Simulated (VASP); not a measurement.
Here is a VASP 6.6.1 calculation.

Contents of INCAR:

```
SYSTEM = SiC
  ALGO = Normal
  EDIFF = 1E-7
  EDIFFG = -0.002
  ENCUT = 520
  GGA = PE
  IBRION = 2
  ISIF = 3
  ISMEAR = 0
  LASPH = .TRUE.
  LCHARG = .FALSE.
  LREAL = .FALSE.
  LWAVE = .FALSE.
  NELM = 60
  NSW = 80
  PREC = Accurate
  SIGMA = 0.02
```

KPOINTS

```
k-points
0
G
  12 12 6
  0 0 0
```

The input POSCAR:

```
SiC                                     
1.0
    3.0917004510      0.0000000000      0.0000000000
   -1.5458502255      2.6774911294      0.0000000000
   -0.0000000000      0.0000000000      5.0740955537
  Si              C             
     2     2
Direct
     0.3333333300000021    0.6666666699999979    0.0045845818244842
     0.6666666699999979    0.3333333300000021    0.5045845818244843
     0.3333333300000021    0.6666666699999979    0.3804154181755138
     0.6666666699999979    0.3333333300000021    0.8804154181755137
```

Potentials or basis: VASP PAW PBE potentials, release 64 (Si, C).

Launch:

```console
$ cat potpaw_PBE.64/Si/POTCAR potpaw_PBE.64/C/POTCAR > POTCAR
$ mpirun -np 1 vasp_std > vasp.out
```

(1) Predict the band gap on the k mesh.

Results:

(1) 2.30 eV, indirect (least direct gap 3.94 eV).

Caveat: the relaxation stopped at its first step, so nothing moved.
